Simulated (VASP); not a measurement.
# Pb (Pm-3m) in VASP: further runs

One crystal, Pb, is run at these levels: PBE; tasks: single point, relaxation of cell and atoms.

All numbers are computed with VASP 6.6.1; they aren't measurements. Logs are shortened: lines on timing, memory, paths and dates and some standing lists are left out, and cuts for length are marked.

### 1 Starting point

It takes space group Pm-3m (No. 221, cubic). The conventional cell has a = 3.252 Å, b = 3.252 Å, c = 3.252 Å, α = 90.00°, β = 90.00°, γ = 90.00°. Pb (site symmetry m-3m) has 6 Pb at 3.25 Å as nearest neighbours.

This isn't the form of Pb at room conditions, which is fcc.

### 2 Single point, PBE

The input, INCAR:

```
SYSTEM = Pb
ALGO = Fast
EDIFF = 1E-7
ENCUT = 520
GGA = PE
ISIF = 2
ISMEAR = -1
LASPH = .True.
LCHARG = .True.
LELF = .True.
LREAL = .False.
LVHAR = .True.
LWAVE = .False.
NBANDS = 13
NELM = 100
PREC = Accurate
SIGMA = 0.05
```

The input, KPOINTS:

```
k-points
0
Gamma
  13 13 13
  0 0 0
```

The input, POSCAR:

```
Pb
1.0
    3.2517279272      0.0000000000      0.0000000000
    0.0000000000      3.2517279272      0.0000000000
    0.0000000000      0.0000000000      3.2517279272
Pb
1
Direct
    0.0000000000      0.0000000000      0.0000000000
```

Potentials or basis: VASP PAW PBE potentials, release 64 (Pb_d).

The run is started by

```
> cat potpaw_PBE.64/Pb_d/POTCAR > POTCAR
> mpirun -np 1 vasp_std > vasp.out
```

OUTCAR:

```text
SYSTEM = Pb
   EDIFF = 1E-7
   ENCUT = 520
   GGA = PE
   ISIF = 2
   ISMEAR = -1
   LASPH = .True.
   LREAL = .False.
   NELM = 100
   PREC = Accurate

 ion  position               nearest neighbor table
   1  0.000  0.000  0.000-

  LATTYP: Found a simple cubic cell.
 ALAT       =     3.2517279272

  Lattice vectors:

 A1 = (   3.2517279272,   0.0000000000,   0.0000000000)
 A2 = (   0.0000000000,   3.2517279272,   0.0000000000)
 A3 = (   0.0000000000,   0.0000000000,   3.2517279272)

Analysis of symmetry for initial positions (statically):
=====================================================================
 Subroutine PRICEL returns:
 Original cell was already a primitive cell.

 Routine SETGRP: Setting up the symmetry group for a
 simple cubic supercell.

 Subroutine GETGRP returns: Found 48 space group operations
 (whereof 48 operations were pure point group operations)
 out of a pool of 48 trial point group operations.

The static configuration has the point symmetry O_h .

Analysis of symmetry for dynamics (positions and initial velocities):
=====================================================================
 Subroutine PRICEL returns:
 Original cell was already a primitive cell.

 Routine SETGRP: Setting up the symmetry group for a
 simple cubic supercell.

 Subroutine GETGRP returns: Found 48 space group operations
 (whereof 48 operations were pure point group operations)
 out of a pool of 48 trial point group operations.

The dynamic configuration has the point symmetry O_h .

 Subroutine INISYM returns: Found 48 space group operations
 (whereof 48 operations are pure point group operations),
 and found     1 'primitive' translations

----------------------------------------------------------------------------------------

                                     Primitive cell

  volume of cell :      34.3829

  direct lattice vectors                    reciprocal lattice vectors
     3.251727927  0.000000000  0.000000000     0.307528804  0.000000000  0.000000000
     0.000000000  3.251727927  0.000000000     0.000000000  0.307528804  0.000000000
     0.000000000  0.000000000  3.251727927     0.000000000  0.000000000  0.307528804

  length of vectors
     3.251727927  3.251727927  3.251727927     0.307528804  0.307528804  0.307528804

  position of ions in fractional coordinates (direct lattice)
     0.000000000  0.000000000  0.000000000

  ion indices of the primitive-cell ions
   primitive index   ion index
                 1           1
[... 80 lines left out ...]
   POTIM  = 0.5000    time-step for ionic-motion
   TEBEG  =    0.0;   TEEND  =   0.0 temperature during run
   PSTRESS=    0.0 pullay stress
   NELECT =      14.0000    total number of electrons
   NUPDOWN=      -1.0000    fix difference up-down
   EMIN   =  10.00;   EMAX   =-10.00  energy-range for DOS
   EFERMI =   0.00;   METHOD = LEGACY
   ISMEAR =    -1;   SIGMA  =   0.05  broadening in eV -4-tet -1-fermi 0-gaus
   EFERMI_NEDOS =   21; number of points for ismear=-14 and -15
   IALGO  =     68    algorithm
   IMIX   =      4    mixing-type and parameters
     AMIX     =   0.40;   BMIX     =  1.00
     AMIX_MAG =   1.60;   BMIX_MAG =  1.00
  volume/ion in A,a.u.               =      34.38       232.03
  Fermi-wavevector in a.u.,A,eV,Ry     =   1.213398  2.292990 20.032333  1.472335
  Thomas-Fermi vector in A             =   2.348851
   LORBIT       =      0    0 simple, 1 ext, 2 COOP (PROOUT), +10 PAW based schemes
   GGA     = PE    functional components
   LHFCALC =     F    Hartree Fock is set to
   AEXX    =    0.0000 exact exchange contribution
   IVDW    =     0    specifies the selected vdW correction
   LEPSILON=     F    determine dielectric tensor
   LRPA    =     F    only Hartree local field effects (RPA)
 non-spin polarized calculation
 RMM-DIIS sequential band-by-band and
  energy-cutoff  :      520.00
  volume of cell :       34.38
 maximum number of plane-waves:       942
   NGX = 13   NGY = 13   NGZ = 13

 number of electron      14.0000004 magnetization

 Free energy of the ion-electron system (eV)
  ---------------------------------------------------
  ext. energy  EPLUGINS =         0.00000000
  ---------------------------------------------------
  free energy    TOTEN  =        -3.37966525 eV

  energy without entropy =       -3.37397395  energy(sigma->0) =       -3.37681960

 E-fermi :   5.7433     XC(G=0):  -9.4876

 val. band max:        5.7280906799   @ k =   0.4615   0.4615   0.3846
 cond. band min:       5.7827084851   @ k =   0.3077   0.3077   0.1538
 fundamental gap:      0.0546178052
 Fermi energy:         5.7432788633

 k-point     1 :       0.0000    0.0000    0.0000
  band No.  band energies     occupation
      1     -11.4580      2.00000
      2     -11.4580      2.00000
      3     -10.9141      2.00000
      4     -10.9141      2.00000
      5     -10.9141      2.00000
      6      -5.3724      2.00000
      7      10.5760      0.00000
      8      10.5760      0.00000
      9      10.5760      0.00000
     10      13.4094      0.00000
     11      14.9150      0.00000
     12      14.9150      0.00000
     13      23.5952      0.00000
[... 354 lines left out ...]
  band No.  band energies     occupation
      1     -11.2878      2.00000
      2     -11.1766      2.00000
      3     -11.0302      2.00000
      4     -10.9993      2.00000
      5     -10.9144      2.00000
      6      -2.3578      2.00000
      7       4.0444      2.00000
      8       5.9418      0.03702
      9      11.7856      0.00000
     10      13.8108      0.00000
     11      16.8250      0.00000
     12      19.0511      0.00000
     13      20.3946      0.00000

 [... further k-points ...]

------------------------ aborting loop because EDIFF is reached ----------------------------------------

  FORCE on cell =-STRESS in cart. coord.  units (eV):
  Direction    XX          YY          ZZ          XY          YZ          ZX
  --------------------------------------------------------------------------------------
  -------------------------------------------------------------------------------------
  Total       -0.0115134     -0.0115134     -0.0115134      0.0000000      0.0000000      0.0000000
  in kB       -0.5365005     -0.5365005     -0.5365005      0.0000000      0.0000000      0.0000000
  external PRESSURE =      -0.5365005 kB  Pullay stress =       0.0000000 kB

 VOLUME and BASIS-vectors are now :
 -----------------------------------------------------------------------------
  energy-cutoff  :      520.00
  volume of cell :       34.38
      direct lattice vectors                 reciprocal lattice vectors
     3.251727927  0.000000000  0.000000000     0.307528804  0.000000000  0.000000000
     0.000000000  3.251727927  0.000000000     0.000000000  0.307528804  0.000000000
     0.000000000  0.000000000  3.251727927     0.000000000  0.000000000  0.307528804

 POSITION                                       TOTAL-FORCE (eV/Angst)
 -----------------------------------------------------------------------------------
      0.00000      0.00000      0.00000         0.000000      0.000000      0.000000
 -----------------------------------------------------------------------------------
    total drift:                                0.000000     -0.000000      0.000000

  FREE ENERGIE OF THE ION-ELECTRON SYSTEM (eV)
  ---------------------------------------------------
  free  energy   TOTEN  =        -3.3796652519 eV

  energy  without entropy=       -3.3739739527  energy(sigma->0) =       -3.37681960
```

It took 14 s on 1 thread of Intel Xeon Platinum 8488C (Sapphire Rapids), shared host; peak memory 0.15 GiB.

What came out:

```
Free energy            : -3.3797 eV
Pressure               : -0.1 GPa
Band gap on the k mesh : none (metal or under the smearing width)
```

### 3 Relaxation of cell and atoms, PBE

This run uses another cell than the first one, of 34.47 Å³/atom, 1.002 times its volume.

The input, INCAR:

```
  PREC = Accurate
  ENCUT = 600
  EDIFF = 1E-7
  ISMEAR = -1
  SIGMA = 0.05
  LREAL = F
  LASPH = T
  NELM = 100
  ALGO = Normal
  ISIF = 3
  LWAVE = F
  LCHARG = F
  GGA = PE
  IBRION = 2
  NSW = 60
  EDIFFG = -0.005
```

The input, KPOINTS:

```
Automatic mesh
0
Gamma
  13 13 13
```

The input, POSCAR:

```
Pb
1.0
    3.2543805230      0.0000000000      0.0000000000
    0.0000000000      3.2543805230      0.0000000000
    0.0000000000      0.0000000000      3.2543805230
Pb
1
Direct
    0.0000000000      0.0000000000      0.0000000000
```

Potentials or basis: VASP PAW PBE potentials, release 64 (Pb_d).

The run is started by

```
> cat potpaw_PBE.64/Pb_d/POTCAR > POTCAR
> mpirun -np 1 vasp_std > vasp.out
```

It took 32 s on 1 thread of Intel Xeon Platinum 8488C (Sapphire Rapids), shared host; peak memory 0.18 GiB.

The run converged. Its results:

```yaml
Free_energy: -3.3797 eV
Relaxed_volume: 34.38 Å³/atom
Relaxed_cell: a = 3.251 Å, b = 3.251 Å, c = 3.251 Å, α = 90.00°, β = 90.00°, γ = 90.00°
Space_group_after_relaxing_to_0.05_Å: Pm-3m (No. 221)
Energy_gained_by_relaxing: 0.0 meV/atom
Ionic_steps: 2
Pressure_after_relaxing: 0.0 GPa
Band_gap_on_the_k_mesh: none (metal or under the smearing width)
```

Final structure:
```
Pb
1.0
     3.25148    0.00000    0.00000
     0.00000    3.25148    0.00000
     0.00000    0.00000    3.25148
Pb
1
Direct
  0.00000 0.00000 0.00000
```

Levels at points of the mesh, in eV from the Fermi level:
```
           k point  band 4  band 5  band 6  band 7  band 8  band 9  band 10  band 11
(0.00, 0.00, 0.00)  -16.66  -16.66  -11.12    4.83    4.83    4.83     7.67     9.17
```

The run has no spin-orbit coupling, so splittings on Pb are missing.
